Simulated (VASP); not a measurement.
# ZnS (P6_3mc) in VASP: further runs

Runs on ZnS. Level: PBE. Tasks: single point.

Everything below comes from runs of VASP 6.6.1. Logs are shortened: lines on timing, memory, paths and dates and some standing lists are left out, and cuts for length are marked.

**The experiment to reproduce.**

A printed reference work, monograph reports, for a bulk crystal of ZnS at 4 K: band gap 3.911 eV (direct).

The results are compared with them further down.

## 1. The cell of the first run

It takes space group P6_3mc (No. 186, hexagonal). Conventional cell: a = 3.847 Å, b = 3.847 Å, c = 12.590 Å, α = 90.00°, β = 90.00°, γ = 120.00°. Zn (site symmetry 3m) has 4 S at 2.33 to 2.41 Å within 3.1 Å. Zn (site symmetry 3m) has 4 S at 2.30 to 2.39 Å within 3.0 Å. S (site symmetry 3m) has 4 Zn at 2.39 to 2.41 Å within 3.2 Å. Within 3.0 Å of S (site symmetry 3m) lie 4 Zn at 2.30 to 2.33 Å.

## 2. Single point, PBE

The input, INCAR:

```
ALGO = Normal
EDIFF = 1E-6
ENCUT = 520
GGA = PE
ISIF = 2
ISMEAR = 0
LASPH = T
LCHARG = F
LREAL = F
LWAVE = F
NBANDS = 46
NELM = 60
PREC = Accurate
SIGMA = 0.05
```

The input, KPOINTS:

```
k-points
0
Gamma
  12 12 2
```

The input, POSCAR:

```
ZnS
1.0
    3.8467234474      0.0000000000      0.0000000000
   -1.9233617237      3.3313602268      0.0000000000
    0.0000000000      0.0000000000     12.5902250312
Zn S
4 4
Direct
    0.0000000000      0.0000000000     -0.0059066548
    0.0000000000      0.0000000000      0.4940933452
    0.3333333333      0.6666666667      0.2559696982
    0.6666666667      0.3333333333      0.7559696982
    0.0000000000      0.0000000000      0.1859061556
    0.0000000000      0.0000000000      0.6859061556
    0.3333333333      0.6666666667      0.4390430827
    0.6666666667      0.3333333333      0.9390430827
```

Potentials or basis: VASP PAW PBE potentials, release 64 (Zn, S).

Run with:

```
$ cat potpaw_PBE.64/Zn/POTCAR potpaw_PBE.64/S/POTCAR > POTCAR
$ mpirun -np 1 vasp_std > vasp.out
```

OUTCAR:

```text
EDIFF = 1E-6
   ENCUT = 520
   GGA = PE
   ISIF = 2
   ISMEAR = 0
   LASPH = T
   LREAL = F
   NELM = 60
   PREC = Accurate

 ion  position               nearest neighbor table
   1  0.000  0.000  0.994-   8 2.33   8 2.33   8 2.33   5 2.41
   2  0.000  0.000  0.494-   7 2.33   7 2.33   7 2.33   6 2.41
   3  0.333  0.667  0.256-   7 2.30   5 2.39   5 2.39   5 2.39
   4  0.667  0.333  0.756-   8 2.30   6 2.39   6 2.39   6 2.39
   5  0.000  0.000  0.186-   3 2.39   3 2.39   3 2.39   1 2.41
   6  0.000  0.000  0.686-   4 2.39   4 2.39   4 2.39   2 2.41
   7  0.333  0.667  0.439-   3 2.30   2 2.33   2 2.33   2 2.33
   8  0.667  0.333  0.939-   4 2.30   1 2.33   1 2.33   1 2.33

  LATTYP: Found a hexagonal cell.
 ALAT       =     3.8467234474
 C/A-ratio  =     3.2729737927

  Lattice vectors:

 A1 = (   3.8467234474,   0.0000000000,   0.0000000000)
 A2 = (  -1.9233617237,   3.3313602268,   0.0000000000)
 A3 = (   0.0000000000,   0.0000000000,  12.5902250312)

Analysis of symmetry for initial positions (statically):
=====================================================================
 Subroutine PRICEL returns:
 Original cell was already a primitive cell.

 Routine SETGRP: Setting up the symmetry group for a
 hexagonal supercell.

 Subroutine GETGRP returns: Found 12 space group operations
 (whereof  6 operations were pure point group operations)
 out of a pool of 24 trial point group operations.

The static configuration has the point symmetry C_3v.
 The point group associated with its full space group is C_6v.

Analysis of symmetry for dynamics (positions and initial velocities):
=====================================================================
 Subroutine PRICEL returns:
 Original cell was already a primitive cell.

 Routine SETGRP: Setting up the symmetry group for a
 hexagonal supercell.

 Subroutine GETGRP returns: Found 12 space group operations
 (whereof  6 operations were pure point group operations)
 out of a pool of 24 trial point group operations.

The dynamic configuration has the point symmetry C_3v.
 The point group associated with its full space group is C_6v.

 Subroutine INISYM returns: Found 12 space group operations
 (whereof  6 operations are pure point group operations),
 and found     1 'primitive' translations

----------------------------------------------------------------------------------------

                                     Primitive cell

  volume of cell :     161.3415

  direct lattice vectors                    reciprocal lattice vectors
     3.846723447  0.000000000  0.000000000     0.259961501  0.150088842  0.000000000
    -1.923361724  3.331360227  0.000000000     0.000000000  0.300177685  0.000000000
     0.000000000  0.000000000 12.590225031     0.000000000  0.000000000  0.079426698

  length of vectors
     3.846723447  3.846723447 12.590225031     0.300177685  0.300177685  0.079426698

  position of ions in fractional coordinates (direct lattice)
     0.000000000  0.000000000  0.994093345
     0.000000000  0.000000000  0.494093345
     0.333333333  0.666666667  0.255969698
     0.666666667  0.333333333  0.755969698
     0.000000000  0.000000000  0.185906156
     0.000000000  0.000000000  0.685906156
     0.333333333  0.666666667  0.439043083
     0.666666667  0.333333333  0.939043083

  ion indices of the primitive-cell ions
   primitive index   ion index
                 1           1
                 2           2
                 3           3
                 4           4
                 5           5
                 6           6
                 7           7
                 8           8

----------------------------------------------------------------------------------------

 KPOINTS: k-points

Automatic generation of k-mesh.
 Grid dimensions read from file:
 generate k-points for:   12   12    2

 Generating k-lattice:

  Cartesian coordinates                     Fractional coordinates (reciprocal lattice)
     0.021663458  0.012507404  0.000000000     0.083333333  0.000000000  0.000000000
     0.000000000  0.025014807  0.000000000     0.000000000  0.083333333  0.000000000
     0.000000000  0.000000000  0.039713349     0.000000000  0.000000000  0.500000000

  Length of vectors
     0.025014807  0.025014807  0.039713349

  Shift w.r.t. Gamma in fractional coordinates (k-lattice)
     0.000000000  0.000000000  0.000000000

 Subroutine IBZKPT returns following result:
 ===========================================

 Found     38 irreducible k-points:

 Following reciprocal coordinates:
            Coordinates               Weight
  0.000000  0.000000  0.000000      1.000000
  0.083333  0.000000  0.000000      6.000000
  0.166667  0.000000  0.000000      6.000000
  0.250000  0.000000  0.000000      6.000000
  0.333333  0.000000  0.000000      6.000000
  0.416667  0.000000  0.000000      6.000000
[... 16 lines left out ...]
  0.250000  0.000000  0.500000      6.000000
  0.333333  0.000000  0.500000      6.000000
 [... further k-points ...]
   k-points           NKPTS =     38   k-points in BZ     NKDIM =     38   number of bands    NBANDS=     46
   number of dos      NEDOS =    301   number of ions     NIONS =      8
   total plane-waves  NPLWV =  86400
   dimension x,y,z NGX =    30 NGY =   30 NGZ =   96
   dimension x,y,z NGXF=    60 NGYF=   60 NGZF=  192
   ions per type =               4   4
   NGX,Y,Z   is equivalent  to a cutoff of  12.97, 12.97, 12.68 a.u.
   NGXF,Y,Z  is equivalent  to a cutoff of  25.93, 25.93, 25.35 a.u.
 SYSTEM =  unknown system
   PREC   = accura    normal or accurate (medium, high low for compatibility)
   ISTART =      0    job   : 0-new  1-cont  2-samecut
   ICHARG =      2    charge: 1-file 2-atom 10-const
   ISPIN  =      1    spin polarized calculation?
   LNONCOLLINEAR =      F non collinear calculations
   LSORBIT =      F    spin-orbit coupling
   LASPH  =      T    aspherical Exc in radial PAW
   ENCUT  =  520.0 eV  38.22 Ry    6.18 a.u.   7.15  7.15 23.41*2*pi/ulx,y,z
   NELM   =     60;   NELMIN=  2; NELMDL= -5     # of ELM steps
   EDIFF  = 0.1E-05   stopping-criterion for ELM
   LREAL  =      F    real-space projection
   EDIFFG = 0.1E-04   stopping-criterion for IOM
   NSW    =      0    number of steps for IOM
   IBRION =     -1    ionic relax: 0-MD 1-quasi-New 2-CG
   NFREE  =      0    steps in history (QN), initial steepest desc. (CG)
   ISIF   =      2    stress and relaxation
   ISYM   =      2    0-nonsym 1-usesym 2-fastsym
   POTIM  = 0.5000    time-step for ionic-motion
   TEBEG  =    0.0;   TEEND  =   0.0 temperature during run
   PSTRESS=    0.0 pullay stress
   NELECT =      72.0000    total number of electrons
   NUPDOWN=      -1.0000    fix difference up-down
   EMIN   =  10.00;   EMAX   =-10.00  energy-range for DOS
   EFERMI =   0.00;   METHOD = LEGACY
   ISMEAR =     0;   SIGMA  =   0.05  broadening in eV -4-tet -1-fermi 0-gaus
   EFERMI_NEDOS =   21; number of points for ismear=-14 and -15
   IALGO  =     38    algorithm
   IMIX   =      4    mixing-type and parameters
     AMIX     =   0.40;   BMIX     =  1.00
     AMIX_MAG =   1.60;   BMIX_MAG =  1.00
  volume/ion in A,a.u.               =      20.17       136.10
  Fermi-wavevector in a.u.,A,eV,Ry     =   1.251037  2.364118 21.294406  1.565095
  Thomas-Fermi vector in A             =   2.385004
   LORBIT       =      0    0 simple, 1 ext, 2 COOP (PROOUT), +10 PAW based schemes
   GGA     = PE    functional components
   LHFCALC =     F    Hartree Fock is set to
   AEXX    =    0.0000 exact exchange contribution
   IVDW    =     0    specifies the selected vdW correction
   LEPSILON=     F    determine dielectric tensor
   LRPA    =     F    only Hartree local field effects (RPA)
 non-spin polarized calculation
 Gauss-broadening in eV      SIGMA  =   0.05
  energy-cutoff  :      520.00
  volume of cell :      161.34
 maximum number of plane-waves:      4389
 NGX is ok and might be reduce to    30
   NGX = 15   NGY = 15   NGZ = 47

 number of electron      72.0000044 magnetization

 Free energy of the ion-electron system (eV)
  ---------------------------------------------------
  ext. energy  EPLUGINS =         0.00000000
  ---------------------------------------------------
  free energy    TOTEN  =       -27.30044149 eV

  energy without entropy =      -27.30044149  energy(sigma->0) =      -27.30044149

 E-fermi :   2.1804     XC(G=0):  -9.5239

 val. band max:        1.9718617067   @ k =   0.0000   0.0000   0.0000
 cond. band min:       3.9358025643   @ k =   0.0000   0.0000   0.0000
 fundamental gap:      1.9639408576
 Fermi energy:         2.1804448648

 k-point     1 :       0.0000    0.0000    0.0000
  band No.  band energies     occupation
      1     -11.2010      2.00000
      2     -11.0132      2.00000
      3     -10.3588      2.00000
      4     -10.0952      2.00000
      5      -4.5171      2.00000
      6      -4.5171      2.00000
[... 38 lines left out ...]
     45       8.4533      0.00000
     46       8.6635      0.00000

 k-point     2 :       0.0833    0.0000    0.0000
  band No.  band energies     occupation
      1     -11.1575      2.00000
      2     -10.9756      2.00000
      3     -10.3216      2.00000
      4     -10.0682      2.00000
      5      -4.5175      2.00000
      6      -4.5097      2.00000
[... 38 lines left out ...]
     45       8.5622      0.00000
     46       8.6135      0.00000

 k-point     3 :       0.1667    0.0000    0.0000
  band No.  band energies     occupation
      1     -11.0338      2.00000
      2     -10.8699      2.00000
      3     -10.2167      2.00000
      4      -9.9942      2.00000
      5      -4.5166      2.00000
      6      -4.5100      2.00000
[... 38 lines left out ...]
     45       8.6780      0.00000
     46       8.8789      0.00000

 k-point     4 :       0.2500    0.0000    0.0000
  band No.  band energies     occupation
      1     -10.8510      2.00000
      2     -10.7178      2.00000
      3     -10.0657      2.00000
      4      -9.8935      2.00000
      5      -4.5082      2.00000
      6      -4.4987      2.00000
[... 920 lines left out ...]
     45       8.8880      0.00000
     46       8.8889      0.00000

 k-point    23 :       0.2500    0.0000    0.5000
  band No.  band energies     occupation
      1     -10.7913      2.00000
      2     -10.7913      2.00000
      3      -9.9727      2.00000
      4      -9.9727      2.00000
      5      -4.5042      2.00000
      6      -4.5042      2.00000
[... 38 lines left out ...]
     45       9.2417      0.00000
     46       9.2667      0.00000

 k-point    24 :       0.3333    0.0000    0.5000
  band No.  band energies     occupation
      1     -10.6050      2.00000
      2     -10.6050      2.00000
      3      -9.8466      2.00000
      4      -9.8466      2.00000
      5      -4.4820      2.00000
      6      -4.4820      2.00000
[... 38 lines left out ...]
     45       9.3704      0.00000
     46       9.3704      0.00000

 [... further k-points ...]

------------------------ aborting loop because EDIFF is reached ----------------------------------------

  FORCE on cell =-STRESS in cart. coord.  units (eV):
  Direction    XX          YY          ZZ          XY          YZ          ZX
  --------------------------------------------------------------------------------------
  -------------------------------------------------------------------------------------
  Total        0.2944875      0.2944875      0.2705191      0.0000000     -0.0000000      0.0000000
  in kB        2.9243636      2.9243636      2.6863496      0.0000000     -0.0000000      0.0000000
  external PRESSURE =       2.8450256 kB  Pullay stress =       0.0000000 kB

 VOLUME and BASIS-vectors are now :
 -----------------------------------------------------------------------------
  energy-cutoff  :      520.00
  volume of cell :      161.34
      direct lattice vectors                 reciprocal lattice vectors
     3.846723447  0.000000000  0.000000000     0.259961501  0.150088842  0.000000000
    -1.923361724  3.331360227  0.000000000     0.000000000  0.300177685  0.000000000
     0.000000000  0.000000000 12.590225031     0.000000000  0.000000000  0.079426698

 POSITION                                       TOTAL-FORCE (eV/Angst)
 -----------------------------------------------------------------------------------
      0.00000      0.00000     12.51586        -0.000000     -0.000000      0.592989
      0.00000      0.00000      6.22075         0.000000     -0.000000      0.592989
     -0.00000      2.22091      3.22272        -0.000000     -0.000000     -0.695162
      1.92336      1.11045      9.51783        -0.000000      0.000000     -0.695162
      0.00000      0.00000      2.34060        -0.000000     -0.000000      0.117726
      0.00000      0.00000      8.63571         0.000000     -0.000000      0.117726
     -0.00000      2.22091      5.52765         0.000000     -0.000000     -0.015552
      1.92336      1.11045     11.82276         0.000000      0.000000     -0.015552
 -----------------------------------------------------------------------------------
    total drift:                               -0.000001     -0.000001     -0.000283

  FREE ENERGIE OF THE ION-ELECTRON SYSTEM (eV)
  ---------------------------------------------------
  free  energy   TOTEN  =       -27.3004414923 eV

  energy  without entropy=      -27.3004414923  energy(sigma->0) =      -27.30044149
```

It took 11 min on 1 thread of Intel Xeon 8259CL, shared host; peak memory 0.4 GiB.

What came out:

* Free energy: -27.3004 eV
* Pressure: 0.3 GPa
* Largest force: 0.695 eV/Å
* Band gap on the k mesh: 1.96 eV

Forces on the atoms (eV/Å):
```
Zn   0.000  0.000  0.593
Zn   0.000  0.000  0.593
Zn   0.000  0.000 -0.695
Zn   0.000  0.000 -0.695
S    0.000  0.000  0.118
S    0.000  0.000  0.118
S    0.000  0.000 -0.016
S    0.000  0.000 -0.016
```

[end of part 1 of 2]
